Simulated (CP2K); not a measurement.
# Ge in CP2K: convergence with cutoff ry

Input of the first run (cutoff ry 90 Ry); the others differ in this setting and in those tied to it:

ge_converge.inp

```
&GLOBAL
  PROJECT ge_converge
  RUN_TYPE ENERGY_FORCE
  PRINT_LEVEL LOW
&END GLOBAL
&FORCE_EVAL
  METHOD QS
  STRESS_TENSOR ANALYTICAL
  &DFT
    BASIS_SET_FILE_NAME BASIS_MOLOPT
    POTENTIAL_FILE_NAME GTH_POTENTIALS
    &MGRID
      CUTOFF 90
      REL_CUTOFF 60
      NGRIDS 4
    &END MGRID
    &QS
      METHOD GPW
      EPS_DEFAULT 1.0E-9
    &END QS
    &KPOINTS
      SCHEME MONKHORST-PACK 8 8 8
      GAMMA_CENTERED T
      SYMMETRY T
      SYMMETRY_BACKEND SPGLIB
    &END KPOINTS
    &SCF
      SCF_GUESS ATOMIC
      EPS_SCF 1.0E-6
      MAX_SCF 100
      ADDED_MOS 8
      CHOLESKY OFF
      EPS_EIGVAL 1.0E-7
      &DIAGONALIZATION ON
        ALGORITHM STANDARD
      &END DIAGONALIZATION
      &MIXING ON
        METHOD BROYDEN_MIXING
        ALPHA 0.4
        BETA 1.5
        NBUFFER 8
      &END MIXING
      &SMEAR ON
        METHOD FERMI_DIRAC
        ELECTRONIC_TEMPERATURE [K] 580.226
      &END SMEAR
    &END SCF
    &XC
      &XC_FUNCTIONAL PBE
      &END XC_FUNCTIONAL
    &END XC
    &PRINT
      &KPOINTS ON
      &END KPOINTS
      &MULLIKEN ON
      &END MULLIKEN
      &MO ON
        ENERGIES T
        OCCUPATION_NUMBERS T
        &EACH
          QS_SCF 0
        &END EACH
        ADD_LAST NUMERIC
      &END MO
    &END PRINT
  &END DFT
  &SUBSYS
    &CELL
      A 2.7104700000 0.0000000000 0.0000000000
      B 0.0000000000 2.7104700000 0.0000000000
      C 0.0000000000 0.0000000000 2.7104700000
      PERIODIC XYZ
    &END CELL
    &COORD
      SCALED
      Ge  0.0000000000 0.0000000000 0.0000000000
    &END COORD
    &KIND Ge
      BASIS_SET DZVP-MOLOPT-SR-GTH-q4
      POTENTIAL GTH-PBE-q4
    &END KIND
    &PRINT
      &ATOMIC_COORDINATES ON
      &END ATOMIC_COORDINATES
      &CELL ON
      &END CELL
    &END PRINT
  &END SUBSYS
  &PRINT
    &FORCES ON
    &END FORCES
    &STRESS_TENSOR ON
    &END STRESS_TENSOR
  &END PRINT
&END FORCE_EVAL
```

Potentials or basis: GTH_POTENTIALS Ge GTH-PBE-q4; DZVP-MOLOPT-SR-GTH basis.

Run with:

```sh
$ OMP_NUM_THREADS=1 cp2k.psmp -i ge_converge.inp -o ge_converge.out
```

The cell was built by a generator and needn't be a form met in nature.

Hardware: 1 thread of Arm Neoverse V1, on a shared host.

```
cutoff ry  energy less the tightest run, at zero smearing (meV/atom)  SCF cycles  CPU time (s)  peak memory (GiB)
    90 Ry                                                       0.01           9           2.7               0.15
   140 Ry                                                      -0.04           9           2.8               0.15
   190 Ry                                                       0.00           9           3.1               0.16
   250 Ry                                                       0.00           9           2.9               0.16
   320 Ry                                                       0.00           9           2.9               0.16
   380 Ry                                                       0.00           9             3               0.17
   450 Ry                                                       0.00           9           3.2               0.18
   560 Ry                                                       0.00           9           3.6               0.19
   720 Ry                                                       0.00           9           3.5                0.2
```

Against the tightest run, the energy stays within 1 meV/atom from 90 Ry on. The tightest run that finished is the yardstick and may itself not be fully converged.
